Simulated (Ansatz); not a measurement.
Te (beta tin type), DFT, PBE, all-electron LAPW, scalar-relativistic (Ansatz 0.2.0), on 1 thread of Arm Neoverse V1 (shared host).

Command: `ansatz run input.yaml --threads 1 --pin off --max-ram 2048MiB --backend cpu --events-out ev --progress --plain --runs-dir out`

```yaml
crystal:
  lattice:
    - [-3.1257184844, 3.1257184844, 1.5645118081]
    - [3.1257184844, -3.1257184844, 1.5645118081]
    - [3.1257184844, 3.1257184844, -1.5645118081]
  atoms:
    - { symbol: Te, position: [-0.375, -0.125, -0.25] }
    - { symbol: Te, position: [0.375, 0.125, 0.25] }
kpoints:
  mp_grid: { grid: [15, 15, 15] }
scf:
  occupations: { method: fermi_dirac, width: 0.08 }
hamiltonian:
  xc: pbe
  pseudopotentials: { kind: all_electron, lapw: { basis_error: 0.001 } }
output:
  forces: true
  stress: true
  eigenvalues: true
  populations: true
```

**Question.** How large is the problem that the program sets up?

**Answer.** 288 irreducible k-points, 327 plane waves at Γ, 29 bands.

**Question.** About how long does it take, and how much memory?

**Answer.** 64 s of wall time for 5 SCF iterations, with a peak of 0.76 GiB. Times on shared machines scatter by tens of per cent.
